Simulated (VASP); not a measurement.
# GaSe (P6_3/mmc) in VASP: settings compared, part 2 of 2

VASP 6.6.1. The steps go on from the part before.

**3. Band structure, LDA**

The input, INCAR:

```
PREC = Accurate ; ENCUT = 520
EDIFF = 1E-7 ; ISMEAR = 0
SIGMA = 0.03 ; LREAL = False
LASPH = True ; NELM = 80
ALGO = Normal ; ISIF = 2
LWAVE = False ; LCHARG = False
NBANDS = 48 ; KPAR = 4
```

The input, KPOINTS:

```
Automatic mesh
0
Gamma
  12 12 2
```

The input, POSCAR:

```
GaSe                                    
1.0
    3.7709714895     -0.0000000000      0.0000000000
   -1.8854857447      3.2657571068     -0.0000000000
    0.0000000000      0.0000000000     15.9666906441
  Ga              Se            
     4     4
Direct
     0.3333333332999970    0.6666666667000030    0.1734622962948735
     0.6666666667000030    0.3333333332999970    0.6734622962948734
     0.3333333332999970    0.6666666667000030    0.3265377037051265
     0.6666666667000030    0.3333333332999970    0.8265377037051266
     0.3333333332999970    0.6666666667000030    0.5995067271578944
     0.6666666667000030    0.3333333332999970    0.0995067271578945
     0.3333333332999970    0.6666666667000030    0.9004932728421056
     0.6666666667000030    0.3333333332999970    0.4004932728421055
```

KPOINTS_OPT is that of step 2.

Potentials or basis: VASP PAW LDA potentials, release 64 (Ga_d, Se).

Started as:

```console
$ cat potpaw_LDA.64/Ga_d/POTCAR potpaw_LDA.64/Se/POTCAR > POTCAR
$ mpirun -np 4 vasp_std > vasp.out
```

OUTCAR:

```text
PREC = Accurate
   ENCUT = 520
   EDIFF = 1E-7
   ISMEAR = 0
   LREAL = False
   LASPH = True
   NELM = 80
   ISIF = 2

 ion  position               nearest neighbor table
   1  0.333  0.667  0.173-   3 2.44   6 2.48   6 2.48   6 2.48
   2  0.667  0.333  0.673-   4 2.44   5 2.48   5 2.48   5 2.48
   3  0.333  0.667  0.327-   1 2.44   8 2.48   8 2.48   8 2.48
   4  0.667  0.333  0.827-   2 2.44   7 2.48   7 2.48   7 2.48
   5  0.333  0.667  0.600-   2 2.48   2 2.48   2 2.48
   6  0.667  0.333  0.100-   1 2.48   1 2.48   1 2.48
   7  0.333  0.667  0.900-   4 2.48   4 2.48   4 2.48
   8  0.667  0.333  0.400-   3 2.48   3 2.48   3 2.48

  LATTYP: Found a hexagonal cell.
 ALAT       =     3.7709714895
 C/A-ratio  =     4.2341053727

  Lattice vectors:

 A1 = (   3.7709714895,   0.0000000000,   0.0000000000)
 A2 = (  -1.8854857447,   3.2657571068,   0.0000000000)
 A3 = (   0.0000000000,   0.0000000000,  15.9666906441)

Analysis of symmetry for initial positions (statically):
=====================================================================
 Subroutine PRICEL returns:
 Original cell was already a primitive cell.

 Routine SETGRP: Setting up the symmetry group for a
 hexagonal supercell.

 Subroutine GETGRP returns: Found 24 space group operations
 (whereof 12 operations were pure point group operations)
 out of a pool of 24 trial point group operations.

The static configuration has the point symmetry D_3d.
 The point group associated with its full space group is D_6h.

Analysis of symmetry for dynamics (positions and initial velocities):
=====================================================================
 Subroutine PRICEL returns:
 Original cell was already a primitive cell.

 Routine SETGRP: Setting up the symmetry group for a
 hexagonal supercell.

 Subroutine GETGRP returns: Found 24 space group operations
 (whereof 12 operations were pure point group operations)
 out of a pool of 24 trial point group operations.

[... 138 lines left out ...]
   GGA     = CA    functional components
   LHFCALC =     F    Hartree Fock is set to
   AEXX    =    0.0000 exact exchange contribution
   IVDW    =     0    specifies the selected vdW correction
   LEPSILON=     F    determine dielectric tensor
   LRPA    =     F    only Hartree local field effects (RPA)
 non-spin polarized calculation
 Gauss-broadening in eV      SIGMA  =   0.03
  energy-cutoff  :      520.00
  volume of cell :      196.63
 maximum number of plane-waves:      5334
 NGX is ok and might be reduce to    28
   NGX = 13   NGY = 13   NGZ = 59

 number of electron      76.0000017 magnetization

 Free energy of the ion-electron system (eV)
  ---------------------------------------------------
  ext. energy  EPLUGINS =         0.00000000
  ---------------------------------------------------
  free energy    TOTEN  =       -35.33679067 eV

  energy without entropy =      -35.33679067  energy(sigma->0) =      -35.33679067

 E-fermi :   3.4263     XC(G=0):  -9.6118

 val. band max:        3.3031354847   @ k =   0.0000   0.0000   0.0000
 cond. band min:       3.9418507089   @ k =   0.0000   0.0000   0.0000
 fundamental gap:      0.6387152243
 Fermi energy:         3.4263020948

 k-point     1 :       0.0000    0.0000    0.0000
  band No.  band energies     occupation
      1     -12.0169      2.00000
      2     -12.0168      2.00000
      3     -11.8938      2.00000
      4     -11.8938      2.00000
      5     -11.8936      2.00000
      6     -11.8936      2.00000
[... 1213 lines left out ...]
     47       7.7872      0.00000
     48       7.7872      0.00000

 [... further k-points ...]

------------------------ aborting loop because EDIFF is reached ----------------------------------------

  FORCE on cell =-STRESS in cart. coord.  units (eV):
  Direction    XX          YY          ZZ          XY          YZ          ZX
  --------------------------------------------------------------------------------------
  -------------------------------------------------------------------------------------
  Total       -3.2497247     -3.2497247     -3.0130627     -0.0000000     -0.0000000      0.0000000
  in kB      -26.4792153    -26.4792153    -24.5508598     -0.0000000     -0.0000000      0.0000000
  external PRESSURE =     -25.8364302 kB  Pullay stress =       0.0000000 kB

 VOLUME and BASIS-vectors are now :
 -----------------------------------------------------------------------------
  energy-cutoff  :      520.00
  volume of cell :      196.63
      direct lattice vectors                 reciprocal lattice vectors
     3.770971489  0.000000000  0.000000000     0.265183654  0.153103854  0.000000000
    -1.885485745  3.265757107  0.000000000     0.000000000  0.306207708  0.000000000
     0.000000000  0.000000000 15.966690644     0.000000000  0.000000000  0.062630386

 POSITION                                       TOTAL-FORCE (eV/Angst)
 -----------------------------------------------------------------------------------
     -0.00000      2.17717      2.76962        -0.000000      0.000000     -0.085094
      1.88549      1.08859     10.75296        -0.000000     -0.000000     -0.085094
     -0.00000      2.17717      5.21373        -0.000000      0.000000      0.085094
      1.88549      1.08859     13.19707         0.000000     -0.000000      0.085094
     -0.00000      2.17717      9.57214         0.000000     -0.000000      0.305845
      1.88549      1.08859      1.58879         0.000000     -0.000000      0.305845
     -0.00000      2.17717     14.37790        -0.000000      0.000000     -0.305845
      1.88549      1.08859      6.39455         0.000000      0.000000     -0.305845
 -----------------------------------------------------------------------------------
    total drift:                               -0.000000      0.000000      0.000000

  FREE ENERGIE OF THE ION-ELECTRON SYSTEM (eV)
  ---------------------------------------------------
  free  energy   TOTEN  =       -35.3367906691 eV

  energy  without entropy=      -35.3367906691  energy(sigma->0) =      -35.33679067
```

OSZICAR:

```text
N       E                     dE             d eps       ncg     rms          rms(c)
DAV:   1     0.732097185295E+03    0.73210E+03   -0.34358E+04  4032   0.220E+03
DAV:   2     0.943264061756E+02   -0.63777E+03   -0.61095E+03  3824   0.631E+02
DAV:   3    -0.273030879976E+02   -0.12163E+03   -0.11717E+03  4352   0.180E+02
DAV:   4    -0.357560169475E+02   -0.84529E+01   -0.83757E+01  4552   0.494E+01
DAV:   5    -0.360088810694E+02   -0.25286E+00   -0.25260E+00  4344   0.858E+00    0.776E+00
DAV:   6    -0.354648517387E+02    0.54403E+00   -0.71336E-01  5272   0.126E+01    0.462E+00
DAV:   7    -0.353381711516E+02    0.12668E+00   -0.60791E-01  4048   0.364E+00    0.623E-01
DAV:   8    -0.353374176034E+02    0.75355E-03   -0.83801E-02  4216   0.266E+00    0.379E-01
DAV:   9    -0.353368327166E+02    0.58489E-03   -0.99150E-03  4704   0.854E-01    0.163E-01
DAV:  10    -0.353367606289E+02    0.72088E-04   -0.15392E-03  4440   0.262E-01    0.732E-02
[... 46 further cycles ...]
DAV:   1     0.598562188942E+05   -0.36074E+05     1688
DAV:   2     0.497068976449E+05   -0.10149E+05     1704
DAV:   3     0.478967821516E+05   -0.18101E+04     1776
DAV:   4     0.477742914616E+05   -0.12249E+03     1888
DAV:   5     0.477707456235E+05   -0.35458E+01     1728
DAV:   6     0.477705674270E+05   -0.17820E+00     2208
DAV:   7     0.477705648315E+05   -0.25954E-02     1864
DAV:   8     0.477705647853E+05   -0.46248E-04     2240
DAV:   9     0.477705647846E+05   -0.70635E-06     1528
DAV:  10     0.477705647846E+05   -0.21653E-07     1136
```

stdout:

```text
POSCAR found type information on POSCAR GaSe
 POSCAR found :  2 types and       8 ions
 scaLAPACK will be used
 LDA part: xc-table for (Slater(with rela. corr.)+CA(PZ))
 , standard interpolation
 POSCAR, INCAR and KPOINTS ok, starting setup
 FFT: planning ... GRIDC
 FFT: planning ... GRID_SOFT
 FFT: planning ... GRID
 WAVECAR not read
 entering main loop
 Start KPOINTS_OPT (optional k-point list driver)
k-point batch [1-38\168]
k-point batch [39-76\168]
k-point batch [77-114\168]
k-point batch [115-152\168]
k-point batch [153-168\168]
```

Wall time 4.7 min (4 MPI ranks of Intel Xeon Platinum 8375C at 2.90GHz (Ice Lake), shared host); peak memory 0.58 GiB.

What came out:

* Free energy: -35.3368 eV
* Pressure: -2.6 GPa
* Largest force: 0.306 eV/Å
* Band gap on the k mesh: 0.64 eV, direct
* Band gap along the path: 0.64 eV, direct

Forces in eV/Å, atoms in the order of the input:
```
Ga   0.000  0.000 -0.085
Ga   0.000  0.000 -0.085
Ga   0.000  0.000  0.085
Ga   0.000  0.000  0.085
Se   0.000  0.000  0.306
Se   0.000  0.000  0.306
Se   0.000  0.000 -0.306
Se   0.000  0.000 -0.306
```

Stress tensor (GPa, compression positive):
```
-2.65  0.00  0.00
 0.00 -2.65  0.00
 0.00  0.00 -2.46
```

Levels at the corners of the path, in eV from the valence-band top:
```csv
point,band 35,band 36,band 37,band 38,band 39,band 40,band 41,band 42
Γ,-1.33,-1.20,-1.20,0.00,0.64,1.72,1.96,2.08
M,-2.51,-2.37,-2.28,-1.88,0.84,1.12,1.68,1.70
M,-2.51,-2.37,-2.28,-1.88,0.84,1.12,1.68,1.70
K,-2.31,-2.31,-2.27,-2.27,1.30,1.96,2.46,2.46
K,-2.31,-2.31,-2.27,-2.27,1.30,1.96,2.46,2.46
Γ,-1.33,-1.20,-1.20,0.00,0.64,1.72,1.96,2.08
Γ,-1.33,-1.20,-1.20,0.00,0.64,1.72,1.96,2.08
A,-1.24,-1.24,-0.97,-0.97,1.37,1.37,2.01,2.01
A,-1.24,-1.24,-0.97,-0.97,1.37,1.37,2.01,2.01
L,-2.44,-2.44,-2.20,-2.20,1.21,1.21,1.45,1.45
L,-2.44,-2.44,-2.20,-2.20,1.21,1.21,1.45,1.45
H,-2.73,-2.73,-1.97,-1.97,1.58,1.58,2.30,2.30
H,-2.73,-2.73,-1.97,-1.97,1.58,1.58,2.30,2.30
A,-1.24,-1.24,-0.97,-0.97,1.37,1.37,2.01,2.01
L,-2.44,-2.44,-2.20,-2.20,1.21,1.21,1.45,1.45
M,-2.51,-2.37,-2.28,-1.88,0.84,1.12,1.68,1.70
K,-2.31,-2.31,-2.27,-2.27,1.30,1.96,2.46,2.46
H,-2.73,-2.73,-1.97,-1.97,1.58,1.58,2.30,2.30
```

As with any semilocal functional, this LDA gap is likely too small.

**4. Band structure, PBE, spin-orbit coupling, no magnetisation**

Changes to INCAR since step 3:

```diff
@@ -6,2 +6,5 @@
 LWAVE = False ; LCHARG = False
-NBANDS = 48 ; KPAR = 4
+MAGMOM = 0 0 0 0 0 0 0 0 0 0 0 0 0 0 0 0 0 0 0 0 0 0 0 0 ; LORBIT = 11
+LSORBIT = True ; GGA_COMPAT = False
+GGA = PE ; NBANDS = 94
+KPAR = 4
```

KPOINTS is that of step 3.

POSCAR is that of step 3.

KPOINTS_OPT is that of step 3.

Potentials or basis: VASP PAW PBE potentials, release 64 (Ga_d, Se).

Started as:

```console
$ cat potpaw_PBE.64/Ga_d/POTCAR potpaw_PBE.64/Se/POTCAR > POTCAR
$ mpirun -np 4 vasp_ncl > vasp.out
```

It took 30 min on 4 MPI ranks of Intel Xeon Platinum 8375C at 2.90GHz (Ice Lake), shared host; peak memory 1.8 GiB.

It converged, with:

```
Free energy                                           : -30.3354 eV
Pressure                                              : 2.0 GPa
Largest force                                         : 0.011 eV/Å
Valence electrons inside the program's atomic spheres : Ga 11.62; Se 3.85
```

Forces on the atoms (eV/Å):
```
Ga   0.000  0.000 -0.011
Ga   0.000  0.000 -0.011
Ga   0.000  0.000  0.011
Ga   0.000  0.000  0.011
Se   0.000  0.000  0.005
Se   0.000  0.000  0.005
Se   0.000  0.000 -0.005
Se   0.000  0.000 -0.005
```

Stress tensor (GPa, compression positive):
```
1.99 0.00 0.00
0.00 1.99 0.00
0.00 0.00 2.11
```

Caveat: this functional lacks dispersion, which binds the layers, so the pressure and a relaxed spacing across them are unreliable.

**5. Summary**

```csv
level,potentials or basis,spin,gap on the mesh (eV),pressure (GPa),largest force (eV/Å)
PBE,"VASP PAW PBE potentials, release 64 (Ga_d, Se)",off,0.85,2.0,0.01
LDA,"VASP PAW LDA potentials, release 64 (Ga_d, Se)",off,0.64,-2.6,0.31
PBE,"VASP PAW PBE potentials, release 64 (Ga_d, Se)","SOC, no magnetisation",-,2.0,0.01
```

Alike in all rows: task band structure; cell as given; k mesh 12 × 12 × 2; cutoff (eV) 520; smearing gaussian 0.03 eV.

Caveats: this functional lacks dispersion, which binds the layers, so the pressure and a relaxed spacing across them are unreliable (some runs).

Total energies depend on the potentials used, so only differences within one code and one set of settings carry meaning.
